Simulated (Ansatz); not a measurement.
Piezoelectric response of SrO in the F-43m structure (computed with Ansatz 0.2.0)

Space group F-43m (No. 216), 2 atoms in the cell of the first input below: a = 3.969 Å, b = 3.969 Å, c = 3.969 Å, α = 60.00°, β = 60.00°, γ = 60.00°.

The structure was started from a prototype and need not be a known phase, relaxed without spin–orbit coupling to zero pressure (pressure 0.0 GPa with this functional, without spin–orbit coupling). Functional: PBE.

Input:

```yaml
crystal:
  lattice:
    - [0.0, 2.806628572, 2.806628572]
    - [2.806628572, 0.0, 2.806628572]
    - [2.806628572, 2.806628572, 0.0]
  atoms:
    - { symbol: Sr, position: [0.0, 0.0, 0.0] }
    - { symbol: O, position: [0.25, 0.25, 0.25] }
basis:
  ecutwfc: 420
  ecutrho_ratio: 4
kpoints:
  mp_grid: { grid: [10, 10, 10] }
hamiltonian:
  xc: pbe
scf:
  occupations: { method: fixed }
output:
  forces: true
  stress: true
  eigenvalues: true
  polarization: {}
elastic:
  mode: relaxed_ion
  stencil: two_point
```

```bash
ansatz run input.yaml --threads 4 --pin off --max-ram 9216MiB --backend cpu --events-out ev --progress --plain --runs-dir out
```

Time: 43 s on 4 threads of Intel(R) Xeon(R) Processor @ 2.70GHz, on a shared host, peak memory 0.56 GiB.

Elastic constants with relaxed ions (GPa, engineering shears):

```csv
,xx,yy,zz,yz,xz,xy
xx,69.1,56.3,56.3,0.0,0.0,0.0
yy,56.3,69.1,56.3,0.0,0.0,0.0
zz,56.3,56.3,69.1,0.0,0.0,0.0
yz,0.0,0.0,0.0,27.0,0.0,0.0
xz,0.0,0.0,0.0,0.0,27.0,0.0
xy,0.0,0.0,0.0,0.0,0.0,27.0
```

Proper piezoelectric stress tensor e (C/m²):

|  | xx | yy | zz | yz | xz | xy |
| --- | --- | --- | --- | --- | --- | --- |
| x | 0.000 | 0.000 | 0.000 | 0.270 | 0.000 | 0.000 |
| y | 0.000 | 0.000 | 0.000 | 0.000 | 0.270 | 0.000 |
| z | 0.000 | 0.000 | 0.000 | 0.000 | 0.000 | 0.270 |

Signs follow the polarity of the cell as typed: the inverted crystal has all signs reversed.

Q: Which piezoelectric strain constant d is largest in size (symmetry may tie others with it)?

A: d = e C⁻¹ gives d(x; yz) = 10.0 pC/N, tied by symmetry with others.

```csv
,xx,yy,zz,yz,xz,xy
x,0.0,0.0,0.0,10.0,0.0,0.0
y,0.0,0.0,0.0,0.0,10.0,0.0
z,0.0,0.0,0.0,0.0,0.0,10.0
```

Caveats: no phonons were computed, so distortions that enlarge the cell are untested, and the real phase may be another, perhaps a centrosymmetric one without piezoelectricity.

The piezoelectric response is pure shear: tetrahedral symmetry leaves one independent constant, so neither axial strain nor hydrostatic pressure polarizes the crystal. A yz shear makes the Sr and O sublattices shift against each other along x. In so ionic a compound this displacement probably supplies much of the 0.270 C/m², though the ionic and clamped-ion parts are not separated here. The strain constant of 10.0 pC/N then follows from the modest shear stiffness of 27.0 GPa.

The lattice is much softer towards a volume-conserving tetragonal strain, as the closeness of 69.1 and 56.3 GPa shows. This suggests weak bond-bending forces, as expected where largely ionic bonding gives the open tetrahedral network little directional rigidity. That softness does not enhance d, because symmetry decouples this strain from the polarization. The elastic constants satisfy the cubic stability conditions, but this shows only resistance to small homogeneous strains. The response cannot be carried over to ordinary rock-salt SrO, whose inversion symmetry forbids piezoelectricity.
